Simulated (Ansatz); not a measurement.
# HgTe: two-dimensional strain map

Computed with Ansatz 0.2.0, DFT PBEsol, scalar-relativistic, plane waves, PAW. Cutoff 420 eV, Γ-centred 16×16×16 k-points, Gaussian smearing of 0.15 eV. Spin–orbit coupling is left out, which can shift energies with elements as heavy as these. No spin polarisation. Energies are free energies at this smearing, counted from the undisturbed cell; pressure is positive in compression.

The undisturbed cell (relaxed at this level):

```
Hg Te
1.0
     0.00000    3.25589    3.25589
     3.25589    0.00000    3.25589
     3.25589    3.25589    0.00000
Hg Te
1 1
Direct
  0.00000 0.00000 0.00000
  0.75000 0.75000 0.75000
```

The cell is strained by p along both x and y and by q along z, fractional coordinates fixed. Points are written (p, q).

Energy above the undisturbed cell in meV/atom (a dash: not computed):

```
 p \ q  -0.050  -0.025  0.000  0.025  0.050
-0.050   124.3    83.7   54.1   34.6   24.4
-0.025       ?    27.5      ?      ?    6.9
 0.000    14.4     3.4    0.0      ?   13.9
 0.025     6.0     5.7   11.7   23.6   41.0
 0.050    21.4    29.5   43.0   61.4   84.3
```

Question: Fill in the withheld energies.

Answer: (-0.025, -0.050): 51.7; (-0.025, 0.000): 12.3; (-0.025, 0.025): 5.7; (0.000, 0.025): 3.7.

Cost: 25 runs of about 20 core-minutes in all, on Intel Xeon Processor @ 2.70GHz (shared hosts).